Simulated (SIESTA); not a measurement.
Crystal: C.

```
CELL_PARAMETERS angstrom
2.52210 0.00000 0.00000
-1.26105 2.18420 0.00000
0.00000 0.00000 8.23710
ATOMIC_POSITIONS crystal
C 0.66667 0.33333 0.84375
C 0.33333 0.66667 0.34375
C 0.66667 0.33333 0.65625
C 0.33333 0.66667 0.15625
C 0.00000 0.00000 0.90625
C 0.00000 0.00000 0.40625
C 0.00000 0.00000 0.59375
C 0.00000 0.00000 0.09375
```

This is a hexagonal form of diamond, not graphite.

Base run:

```yaml
Program: SIESTA 5.4.2
Functional: vdW-DF-cx
Potentials_or_basis: PseudoDojo 0.4 standard (PBE files)
Basis: DZP (energy shift 0.003 Ry)
Grid_cutoff: 500 Ry
Energy_shift: 0.003 Ry
k_mesh: 12 × 12 × 4
Occupations: fermi-dirac, width 0.05 eV
Spin: no spin polarisation
```

Its results: band gap on the k mesh 4.49 eV, indirect (least direct gap 5.25 eV); pressure 8.7 GPa; largest force 0.335 eV/Å.

The run is repeated on the same cell with these changes: functional from vdW-DF-cx to PBE; potentials or basis from PseudoDojo 0.4 standard (PBE files) to SG15 1.2 (PBE files) or PseudoDojo by element. What comes out?

Band gap on the k mesh 4.55 eV, indirect (least direct gap 5.25 eV); pressure 8.3 GPa; largest force 0.342 eV/Å.

Caveats: the basis of atomic orbitals isn't converged, which shifts pressures, moduli and gaps; the potentials were made for another functional, which shifts forces and pressure (some runs).
